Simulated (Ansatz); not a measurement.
Crystal: CoO.

```
Co O
1.0
     1.60222    0.92504    2.56647
    -1.60222    0.92504    2.56647
     0.00000   -1.85008    2.56647
Co O
1 1
Direct
  0.99898 0.99898 0.99898
  0.75102 0.75102 0.75102
```

Measurements of this composition are mostly on another form, of space group No. 225.

Base run:

```yaml
Program: Ansatz 0.2.0
Functional: PBE
Potentials_or_basis: Ansatz PAW
Cutoff: "420 eV (not typed: the program's choice for these potentials)"
k_mesh: 10 × 10 × 10
Occupations: fermi-dirac, width 0.05 eV
Spin: collinear spin, ferromagnetic start
Starting_moments: "[2.0, 0.0] μB"
```

Its results: band gap on the k mesh none (metal or under the smearing width); pressure -0.1 GPa; net moment 2.76 μB per cell; site moments Co +2.20; O +0.30 μB; largest force 0.260 eV/Å.

Question: After a change of settings the same cell gave: band gap on the k mesh none (metal or under the smearing width); pressure -15.8 GPa; net moment 2.64 μB per cell; site moments Co +2.11; O +0.30 μB; largest force 0.190 eV/Å. Which change was it?
A. functional from PBE to PBEsol
B. functional from PBE to LDA
C. occupations from fermi-dirac, width 0.05 eV to gaussian, width 0.011 eV

Answer: B.

LDA binds more tightly than PBE, so the same cell stands under less pressure.

Caveats: a cell with one magnetic atom can't hold antiferromagnetic order, which such compounds often take; semilocal functionals often make such compounds metallic where correlation or magnetic order opens a gap, which also shifts bond lengths; so large a pressure means that the cell lies far from this level's equilibrium, or that cutoff or potentials fall short (some runs); the PAW data sets come from PBE, with cores solved anew for the run's functional, which leaves a small shift of forces and pressure (some runs).
